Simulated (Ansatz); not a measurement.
**Re (bcc type): how the settings move a single-point run**

Question: which choices in the input matter for Re (bcc type)?

Computed with Ansatz 0.2.0 (reference: DFT, LDA, all-electron LAPW, scalar-relativistic, unless a step's input says otherwise).

### Step 1. The system as given

It takes space group Im-3m (No. 229, cubic). The conventional cell has a = 2.802 Å, b = 2.802 Å, c = 2.802 Å, α = 90.00°, β = 90.00°, γ = 90.00°. Re (site symmetry m-3m) has 8 Re at 2.43 Å in its first shell of neighbours.

As a file:

```
CELL_PARAMETERS angstrom
-1.40105 1.40105 1.40105
1.40105 -1.40105 1.40105
1.40105 1.40105 -1.40105
ATOMIC_POSITIONS crystal
Re 0.00000 0.00000 0.00000
```

### Step 2. The reference run

The input, input.yaml:

```yaml
crystal:
  lattice:
    - [-1.4010520474, 1.4010520474, 1.4010520474]
    - [1.4010520474, -1.4010520474, 1.4010520474]
    - [1.4010520474, 1.4010520474, -1.4010520474]
  atoms:
    - { symbol: Re, position: [0.0, 0.0, 0.0] }
kpoints:
  mp_grid: { grid: [19, 19, 19] }
scf:
  occupations: { method: fermi_dirac, width: 0.1 }
hamiltonian:
  xc: lda
  pseudopotentials: { kind: all_electron, lapw: { basis_error: 0.001 } }
output:
  forces: true
  stress: true
  eigenvalues: true
  populations: true
```

The run is started by

```bash
ansatz run input.yaml --threads 1 --pin off --max-ram 2048MiB --backend cpu --events-out ev --progress --plain --runs-dir out
```

### Step 3. Changing settings: xc pbe, hubbard.sites [{species: Re, l: d, u_eff: 1.0}], hubbard.double_counting fll

Changes to input.yaml since step 2:

```diff
@@ -12,4 +12,5 @@
 hamiltonian:
-  xc: lda
+  xc: pbe
   pseudopotentials: { kind: all_electron, lapw: { basis_error: 0.001 } }
+  hubbard: { sites: [{ species: Re, l: d, u_eff: 1.0 }], double_counting: fll }
 output:
```

What does the calculation give? Wanted: for each run, ending; energy change; pressure; gap; force.

**Answer**, as computed:

```
                                                                                    run     ending   energy change  pressure (GPa)  gap (eV)  force (eV/Å)  cycles  time
                                                                              reference  converged               -           195.6      0.00          0.00       8  30 s
1: xc pbe, hubbard.sites [{species: Re, l: d, u_eff: 1.0}], hubbard.double_counting fll  converged  not comparable           222.6      0.00          0.00       8  37 s
```

Residual by cycle in the longest SCF loop of each run; runs are numbered as in the table. The quantity is the density residual dr2, in eV.

```
cycle  reference    run 1
    1     0.0574   0.0626
    2     0.0163   0.0191
    3    0.00707  0.00721
    4    0.00181  0.00196
    5     1.9e-4   3.3e-4
    6     8.3e-6   1.0e-5
    7     1.2e-7   4.2e-7
    8     1.9e-9   5.0e-9
```

**Reading.** Total energies don't compare across a change of functional; the pressure goes from 195.6 to 222.6 GPa. The Hubbard U and double counting of the Hubbard term changed too. A changed U is a change of model: its shifts are not errors of convergence. The structure is not at rest: the sound run finds 196 GPa, so these are no properties of the relaxed crystal. 
